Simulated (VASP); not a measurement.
## SnS2 (Berndtite-2T): relaxation of cell and atoms with r2SCAN

Crystal: SnS2 (Berndtite-2T).

```xyz
3
Lattice="3.6390 0.0000 0.0000 -1.8195 3.1515 0.0000 0.0000 0.0000 5.8680" Properties=species:S:1:pos:R:3 pbc="T T T"
Sn    0.0000    0.0000    0.0000
S     0.0000    2.1010    1.4670
S     1.8195    1.0505    4.4010
```

| Item | Value |
| --- | --- |
| Program | VASP 6.6.1 |
| Task | relaxation of cell and atoms |
| Functional | r2SCAN |
| Potentials or basis | VASP PAW PBE potentials, release 64 (Sn_d, S) |
| Cutoff | 600 eV |
| k mesh | 9 × 9 × 5 |
| Occupations | gaussian, width 0.03 eV |
| Spin | no spin polarisation |
| Target pressure | 1.2 GPa |
| Further INCAR settings | ALGO = Normal; EDIFF = 1e-06; IBRION = 2; EDIFFG = -0.01; NSW = 90; ISIF = 3 |
| Target pressure | 1.2 GPa |

The relaxed volume is 22.92 Å³/atom and the relaxed cell is a = 3.656 Å, b = 3.656 Å, c = 5.941 Å, α = 90.00°, β = 90.00°, γ = 120.00°. The space group after relaxing (to 0.05 Å) is P-3m1 (No. 164), the energy change on relaxing (the enthalpy is what falls) is -4.9 meV/atom and the ionic steps are 9. The pressure after relaxing is 1.3 GPa. The largest force after relaxing is 0.006 eV/Å and the band gap on the k mesh is 1.81 eV, indirect (least direct gap 2.25 eV).

Forces in eV/Å, atoms in the order of the input:
```
Sn   0.000  0.000  0.000
S    0.000  0.000  0.006
S    0.000  0.000 -0.006
```

The path:
```
step  energy change (eV)  largest force (eV/Å)  pressure (GPa)  volume (Å³)
   1              0.0000                0.0196            2.04        67.30
   2             -0.0098                0.1516            0.55        68.45
   3             -0.0072                0.1000            1.13        67.99
   4             -0.0086                0.0456            1.20        68.09
   5             -0.0091                0.0193            1.24        68.13
   6             -0.0099                0.0163            1.24        68.21
   7             -0.0122                0.0069            1.25        68.45
   8             -0.0159                0.0124            1.27        68.93
   9             -0.0147                0.0060            1.26        68.76
```

Final structure:
```
CELL_PARAMETERS angstrom
3.65575 0.00000 0.00000
-1.82787 3.16597 0.00000
0.00000 0.00000 5.94086
ATOMIC_POSITIONS crystal
Sn 0.00000 0.00000 0.00000
S 0.33333 0.66667 0.24604
S 0.66667 0.33333 0.75396
```

Levels at points of the mesh, in eV from the valence-band top:
```csv
k point,band 10,band 11,band 12,band 13,band 14,band 15,band 16,band 17
"(0.00, 0.00, 0.00)",-0.66,-0.36,-0.36,0.00,2.45,4.19,5.90,5.90
```

Wall time 14 min on 1 thread of Intel(R) Xeon(R) 6975P-C (Granite Rapids) (shared host), peak memory 0.25 GiB.

Caveat: the cell is relaxed towards a set pressure, so the enthalpy falls and the energy may rise; the PAW data sets were made with another functional, which shifts forces and pressure a little; spin-orbit coupling is left out, which moves the levels of the heavy elements; an odd mesh through Γ misses points on the zone boundary, where band edges often lie. Zero-point motion and thermal expansion aren't in these numbers.
